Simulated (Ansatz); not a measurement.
RuO2:
```
RuO2
1.0
    4.42572     0.00000     0.00000
    0.00000     4.42572     0.00000
    0.00000     0.00000     3.07421
Ru O
2 4
Direct
  0.00000   0.00000   0.00000
  0.50000   0.50000   0.50000
  0.30639   0.30639   0.00000
  0.19361   0.80639   0.50000
  0.69361   0.69361   0.00000
  0.80639   0.19361   0.50000
```

This is the LDA-relaxed structure.

Q: All from DFT-LDA in the program Ansatz with PAW potentials, unless another level is named. Predict the electronic character.

A: metallic (no gap).

Q: Next, the density of states at the Fermi level?

A: 0.57 states/eV per atom (mean over ±0.08 eV).

Q: Give the formation energy from the elements (no fitted shifts).

A: -1.20 eV/atom.

Space group P4_2/mnm (rutile). Symmetry was held in the LDA relaxation; of distortions, only those at the zone centre were tested. No spin polarisation was allowed. The references are the lowest solids computed at this level, not always the standard phases (solids in place of the gases). Spin–orbit coupling is left out wherever it is not named.

Potentials: the later of the program's two PAW sets.
